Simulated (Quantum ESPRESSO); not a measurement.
Runs of Quantum ESPRESSO 7.5 on PbSe (Clausthalite). Symmetry: Fm-3m, No. 225, cubic system. The conventional cell has a = 6.121 Å, b = 6.121 Å, c = 6.121 Å, α = 90.00°, β = 90.00°, γ = 90.00°. Around Pb (site symmetry m-3m) lie 6 Se at 3.06 Å. Around Se (site symmetry m-3m) lie 6 Pb at 3.06 Å. 

| cell | k mesh | smearing | k mesh of the self-consistent run | mesh quality | gap on the mesh (eV) |
| --- | --- | --- | --- | --- | --- |
| volume scaled by 0.88 | 4 × 4 × 4 | fixed | 8 × 8 × 8 | coarse | (b) |
| volume scaled by 0.92 | 4 × 4 × 4 | fermi-dirac 0.05 eV | 8 × 8 × 8 | coarse | 0.10 |
| volume scaled by 1.04 | 4 × 4 × 4 | fixed | 8 × 8 × 8 | coarse | 0.33 |
| volume scaled by 1.08 | 4 × 4 × 4 | fixed | 8 × 8 × 8 | coarse | 0.44 |
| volume scaled by 0.96 | 4 × 4 × 4 | fermi-dirac 0.05 eV | 8 × 8 × 8 | coarse | (a) |
| as given | 12 × 12 × 12 | fixed | 12 × 12 × 12 | not flagged | 0.21 |
| as given | 4 × 4 × 4 | fixed | 8 × 8 × 8 | coarse | 0.21 |

Alike in all rows: task single point; level PBEsol; potentials or basis PseudoDojo 0.4.1 SR PBEsol standard; no spin polarisation; cutoff (eV) 1170.

Estimate the missing entries.

(a) 0.07; (b) 0.29.

Caveats: some runs use coarse meshes; spin-orbit coupling is left out, which as a rule narrows the gap of such compounds by several tenths of an eV.

A k mesh can miss the band edges, and the runs leave out spin-orbit coupling on Pb, Se.

Runs at the PBE level aren't shown here.
